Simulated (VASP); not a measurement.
# ZnS (P6_3mc) in VASP: notebook

Aim: see how the results for ZnS move with the level of theory and the settings. Levels: revPBE+D4, PBE, r2SCAN+D4. Tasks: single point.

Program: VASP 6.6.1. These are calculated values, not measurements. Logs are shortened: lines on timing, memory, paths and dates and some standing lists are left out, and cuts for length are marked.

**The experiment to reproduce.**

A printed reference work, monograph reports, for a bulk crystal of ZnS at 4 K: band gap 3.911 eV (direct).

The results are compared with them further down.

## 1. The cell of the first run

Symmetry: P6_3mc, No. 186, hexagonal system. The conventional cell has a = 3.781 Å, b = 3.781 Å, c = 6.218 Å, α = 90.00°, β = 90.00°, γ = 120.00°. Zn (site symmetry 3m) has 4 S at 2.32 Å within 3.1 Å. Within 3.1 Å of S (site symmetry 3m) lie 4 Zn at 2.32 Å.

## 2. Single point, revPBE+D4

INCAR reads:

```
SYSTEM = ZnS
PREC = Accurate
ENCUT = 520
EDIFF = 1E-7
ISMEAR = -1
SIGMA = 0.05
LREAL = .False.
LASPH = .True.
NELM = 60
ALGO = Normal
ISIF = 2
LWAVE = .False.
LCHARG = .False.
GGA = RE
IVDW = 13
NBANDS = 26
```

KPOINTS reads:

```
regular mesh
0
Gamma
  8 8 5
  0 0 0
```

POSCAR reads:

```
ZnS
1.0
    3.7807140595      0.0000000000      0.0000000000
   -1.8903570298      3.2741944200      0.0000000000
    0.0000000000      0.0000000000      6.2178034077
Zn S
2 2
Direct
    0.6666666667      0.3333333333      0.5057313442
    0.3333333333      0.6666666667      0.0057313442
    0.6666666667      0.3333333333      0.8792686558
    0.3333333333      0.6666666667      0.3792686558
```

Potentials or basis: VASP PAW PBE potentials, release 64 (Zn, S).

The run is started by

```bash
$ cat potpaw_PBE.64/Zn/POTCAR potpaw_PBE.64/S/POTCAR > POTCAR
$ mpirun -np 1 vasp_std > vasp.out
```

OUTCAR:

```text
SYSTEM = ZnS
   PREC = Accurate
   ENCUT = 520
   EDIFF = 1E-7
   ISMEAR = -1
   LREAL = .False.
   LASPH = .True.
   NELM = 60
   ISIF = 2
   GGA = RE
   IVDW = 13

 ion  position               nearest neighbor table
   1  0.667  0.333  0.506-   4 2.32   4 2.32   4 2.32   3 2.32
   2  0.333  0.667  0.006-   3 2.32   3 2.32   3 2.32   4 2.32
   3  0.667  0.333  0.879-   2 2.32   2 2.32   2 2.32   1 2.32
   4  0.333  0.667  0.379-   1 2.32   1 2.32   1 2.32   2 2.32

  LATTYP: Found a hexagonal cell.
 ALAT       =     3.7807140595
 C/A-ratio  =     1.6446108618

  Lattice vectors:

 A1 = (   3.7807140595,   0.0000000000,   0.0000000000)
 A2 = (  -1.8903570298,   3.2741944200,   0.0000000000)
 A3 = (   0.0000000000,   0.0000000000,   6.2178034077)

Analysis of symmetry for initial positions (statically):
=====================================================================
 Subroutine PRICEL returns:
 Original cell was already a primitive cell.

 Routine SETGRP: Setting up the symmetry group for a
 hexagonal supercell.

 Subroutine GETGRP returns: Found 12 space group operations
 (whereof  6 operations were pure point group operations)
 out of a pool of 24 trial point group operations.

The static configuration has the point symmetry C_3v.
 The point group associated with its full space group is C_6v.

Analysis of symmetry for dynamics (positions and initial velocities):
=====================================================================
 Subroutine PRICEL returns:
 Original cell was already a primitive cell.

 Routine SETGRP: Setting up the symmetry group for a
 hexagonal supercell.

 Subroutine GETGRP returns: Found 12 space group operations
 (whereof  6 operations were pure point group operations)
 out of a pool of 24 trial point group operations.

The dynamic configuration has the point symmetry C_3v.
 The point group associated with its full space group is C_6v.

 Subroutine INISYM returns: Found 12 space group operations
 (whereof  6 operations are pure point group operations),
 and found     1 'primitive' translations

----------------------------------------------------------------------------------------

                                     Primitive cell

  volume of cell :      76.9689

  direct lattice vectors                    reciprocal lattice vectors
     3.780714060  0.000000000  0.000000000     0.264500299  0.152709319  0.000000000
    -1.890357030  3.274194420  0.000000000     0.000000000  0.305418638  0.000000000
     0.000000000  0.000000000  6.217803408     0.000000000  0.000000000  0.160828501

  length of vectors
     3.780714060  3.780714060  6.217803408     0.305418638  0.305418638  0.160828501

  position of ions in fractional coordinates (direct lattice)
     0.666666667  0.333333333  0.505731344
     0.333333333  0.666666667  0.005731344
     0.666666667  0.333333333  0.879268656
     0.333333333  0.666666667  0.379268656

  ion indices of the primitive-cell ions
   primitive index   ion index
                 1           1
                 2           2
                 3           3
                 4           4

----------------------------------------------------------------------------------------

 KPOINTS: regular mesh

Automatic generation of k-mesh.
 Grid dimensions read from file:
 generate k-points for:    8    8    5

 Generating k-lattice:

  Cartesian coordinates                     Fractional coordinates (reciprocal lattice)
     0.033062537  0.019088665  0.000000000     0.125000000  0.000000000  0.000000000
     0.000000000  0.038177330  0.000000000     0.000000000  0.125000000  0.000000000
     0.000000000  0.000000000  0.032165700     0.000000000  0.000000000  0.200000000

  Length of vectors
     0.038177330  0.038177330  0.032165700

  Shift w.r.t. Gamma in fractional coordinates (k-lattice)
     0.000000000  0.000000000  0.000000000

 Subroutine IBZKPT returns following result:
 ===========================================

 Found     30 irreducible k-points:

 Following reciprocal coordinates:
            Coordinates               Weight
  0.000000  0.000000  0.000000      1.000000
  0.125000  0.000000  0.000000      6.000000
  0.250000  0.000000  0.000000      6.000000
  0.375000  0.000000  0.000000      6.000000
  0.500000  0.000000  0.000000      3.000000
  0.125000  0.125000  0.000000      6.000000
[... 16 lines left out ...]
  0.250000  0.000000  0.400000     12.000000
  0.375000  0.000000  0.400000     12.000000
 [... further k-points ...]
   k-points           NKPTS =     30   k-points in BZ     NKDIM =     30   number of bands    NBANDS=     26
   number of dos      NEDOS =    301   number of ions     NIONS =      4
   total plane-waves  NPLWV =  37632
   dimension x,y,z NGX =    28 NGY =   28 NGZ =   48
   dimension x,y,z NGXF=    56 NGYF=   56 NGZF=   96
   ions per type =               2   2
   NGX,Y,Z   is equivalent  to a cutoff of  12.31, 12.31, 12.83 a.u.
   NGXF,Y,Z  is equivalent  to a cutoff of  24.62, 24.62, 25.67 a.u.
 SYSTEM =  ZnS
   PREC   = accura    normal or accurate (medium, high low for compatibility)
   ISTART =      0    job   : 0-new  1-cont  2-samecut
   ICHARG =      2    charge: 1-file 2-atom 10-const
   ISPIN  =      1    spin polarized calculation?
   LNONCOLLINEAR =      F non collinear calculations
   LSORBIT =      F    spin-orbit coupling
   LASPH  =      T    aspherical Exc in radial PAW
   ENCUT  =  520.0 eV  38.22 Ry    6.18 a.u.   7.03  7.03 11.56*2*pi/ulx,y,z
   NELM   =     60;   NELMIN=  2; NELMDL= -5     # of ELM steps
   EDIFF  = 0.1E-06   stopping-criterion for ELM
   LREAL  =      F    real-space projection
   EDIFFG = 0.1E-05   stopping-criterion for IOM
   NSW    =      0    number of steps for IOM
   IBRION =     -1    ionic relax: 0-MD 1-quasi-New 2-CG
   NFREE  =      0    steps in history (QN), initial steepest desc. (CG)
   ISIF   =      2    stress and relaxation
   ISYM   =      2    0-nonsym 1-usesym 2-fastsym
   POTIM  = 0.5000    time-step for ionic-motion
   TEBEG  =    0.0;   TEEND  =   0.0 temperature during run
   PSTRESS=    0.0 pullay stress
   NELECT =      36.0000    total number of electrons
   NUPDOWN=      -1.0000    fix difference up-down
   EMIN   =  10.00;   EMAX   =-10.00  energy-range for DOS
   EFERMI =   0.00;   METHOD = LEGACY
   ISMEAR =    -1;   SIGMA  =   0.05  broadening in eV -4-tet -1-fermi 0-gaus
   EFERMI_NEDOS =   21; number of points for ismear=-14 and -15
   IALGO  =     38    algorithm
   IMIX   =      4    mixing-type and parameters
     AMIX     =   0.40;   BMIX     =  1.00
     AMIX_MAG =   1.60;   BMIX_MAG =  1.00
  volume/ion in A,a.u.               =      19.24       129.85
  Fermi-wavevector in a.u.,A,eV,Ry     =   1.270781  2.401427 21.971821  1.614883
  Thomas-Fermi vector in A             =   2.403749
   LORBIT       =      0    0 simple, 1 ext, 2 COOP (PROOUT), +10 PAW based schemes
   GGA     = RE    functional components
   LHFCALC =     F    Hartree Fock is set to
   AEXX    =    0.0000 exact exchange contribution
   IVDW    =    13    specifies the selected vdW correction
   LEPSILON=     F    determine dielectric tensor
   LRPA    =     F    only Hartree local field effects (RPA)
 non-spin polarized calculation
  energy-cutoff  :      520.00
  volume of cell :       76.97
 maximum number of plane-waves:      2086
   NGX = 15   NGY = 15   NGZ = 23

 number of electron      36.0000001 magnetization

 Free energy of the ion-electron system (eV)
  ---------------------------------------------------
  ext. energy  EPLUGINS =         0.00000000
  ---------------------------------------------------
  free energy    TOTEN  =       -12.45653508 eV

  energy without entropy =      -12.45653508  energy(sigma->0) =      -12.45653508

 E-fermi :   3.4880     XC(G=0):  -9.5837

 val. band max:        2.4486193374   @ k =   0.0000   0.0000   0.0000
 cond. band min:       4.8608090868   @ k =   0.0000   0.0000   0.0000
 fundamental gap:      2.4121897494
 Fermi energy:         3.4880381983

 k-point     1 :       0.0000    0.0000    0.0000
  band No.  band energies     occupation
      1     -10.8883      2.00000
      2      -9.9233      2.00000
      3      -3.9736      2.00000
      4      -3.9543      2.00000
      5      -3.9543      2.00000
      6      -3.8669      2.00000
[... 18 lines left out ...]
     25      10.1839      0.00000
     26      11.9379      0.00000

 k-point     2 :       0.1250    0.0000    0.0000
  band No.  band energies     occupation
      1     -10.7799      2.00000
      2      -9.8625      2.00000
      3      -3.9669      2.00000
      4      -3.9474      2.00000
      5      -3.9329      2.00000
      6      -3.8555      2.00000
[... 18 lines left out ...]
     25      10.6670      0.00000
     26      11.1994      0.00000

 k-point     3 :       0.2500    0.0000    0.0000
  band No.  band energies     occupation
      1     -10.4888      2.00000
      2      -9.7207      2.00000
      3      -3.9741      2.00000
      4      -3.9067      2.00000
      5      -3.8882      2.00000
      6      -3.7959      2.00000
[... 18 lines left out ...]
     25      11.0838      0.00000
     26      11.4010      0.00000

 k-point     4 :       0.3750    0.0000    0.0000
  band No.  band energies     occupation
      1     -10.1283      2.00000
      2      -9.6075      2.00000
      3      -3.9595      2.00000
      4      -3.8563      2.00000
      5      -3.8462      2.00000
      6      -3.6725      2.00000
[... 18 lines left out ...]
     25      11.4354      0.00000
     26      12.9999      0.00000
[... 496 lines left out ...]
      1     -10.4954      2.00000
      2     -10.2146      2.00000
      3      -3.9852      2.00000
      4      -3.9357      2.00000
      5      -3.9058      2.00000
      6      -3.9020      2.00000
[... 18 lines left out ...]
     25       9.9141      0.00000
     26      10.3317      0.00000

 k-point    23 :       0.2500    0.0000    0.4000
  band No.  band energies     occupation
      1     -10.2423      2.00000
      2     -10.0057      2.00000
      3      -3.9938      2.00000
      4      -3.9496      2.00000
      5      -3.8472      2.00000
      6      -3.8237      2.00000
[... 18 lines left out ...]
     25      10.5677      0.00000
     26      10.9446      0.00000

 k-point    24 :       0.3750    0.0000    0.4000
  band No.  band energies     occupation
      1      -9.9495      2.00000
      2      -9.7878      2.00000
      3      -3.9858      2.00000
      4      -3.9430      2.00000
      5      -3.7958      2.00000
      6      -3.7384      2.00000
[... 18 lines left out ...]
     25      11.7335      0.00000
     26      11.8073      0.00000

 [... further k-points ...]

------------------------ aborting loop because EDIFF is reached ----------------------------------------

  DFT-D4 for vdW energy calculation

  Edisp (eV):   -2.28397

  FORCE on cell =-STRESS in cart. coord.  units (eV):
  Direction    XX          YY          ZZ          XY          YZ          ZX
  --------------------------------------------------------------------------------------
  -------------------------------------------------------------------------------------
  Total       0.08602     0.08602     0.05486    -0.00000     0.00000    -0.00000
  in kB       1.79060     1.79060     1.14190    -0.00000     0.00000    -0.00000
  external pressure =        1.57 kB  Pullay stress =        0.00 kB

 VOLUME and BASIS-vectors are now :
 -----------------------------------------------------------------------------
  energy-cutoff  :      520.00
  volume of cell :       76.97
      direct lattice vectors                 reciprocal lattice vectors
     3.780714060  0.000000000  0.000000000     0.264500299  0.152709319  0.000000000
    -1.890357030  3.274194420  0.000000000     0.000000000  0.305418638  0.000000000
     0.000000000  0.000000000  6.217803408     0.000000000  0.000000000  0.160828501

 POSITION                                       TOTAL-FORCE (eV/Angst)
 -----------------------------------------------------------------------------------
      1.89036      1.09140      3.14454        -0.000000      0.000000      0.003132
     -0.00000      2.18280      0.03564         0.000000     -0.000000      0.003132
      1.89036      1.09140      5.46712         0.000000      0.000000     -0.003132
     -0.00000      2.18280      2.35822        -0.000000     -0.000000     -0.003132
 -----------------------------------------------------------------------------------
    total drift:                               -0.000000     -0.000000     -0.001099

  FREE ENERGIE OF THE ION-ELECTRON SYSTEM (eV)
  ---------------------------------------------------
  free  energy   TOTEN  =       -14.7405013253 eV

  energy  without entropy=      -14.7405013252  energy(sigma->0) =      -14.74050133
```

It took 50 s on 1 thread of Intel Xeon Platinum 8259CL at 2.50GHz (Skylake/Cascade Lake), shared host; peak memory 0.21 GiB.

What came out:

```
Free energy                : -14.7405 eV
Pressure                   : 0.2 GPa
Largest force              : 0.003 eV/Å
Band gap on the k mesh     : 2.41 eV
Dispersion energy per atom : -0.571 eV
```

Forces on the atoms (eV/Å):
```
Zn   0.000  0.000  0.003
Zn   0.000  0.000  0.003
S    0.000  0.000 -0.003
S    0.000  0.000 -0.003
```

Levels at points of the mesh, in eV from the valence-band top:
| k point | band 16 | band 17 | band 18 | band 19 | band 20 | band 21 |
| --- | --- | --- | --- | --- | --- | --- |
| (0.00, 0.00, 0.00) | -0.10 | 0.00 | 0.00 | 2.41 | 3.25 | 6.35 |
| (0.50, 0.00, 0.00) | -2.30 | -1.74 | -0.91 | 3.74 | 4.37 | 5.17 |

Caveat: the PAW data sets were made with another functional, which shifts forces and pressure a little.

[end of part 1 of 3]
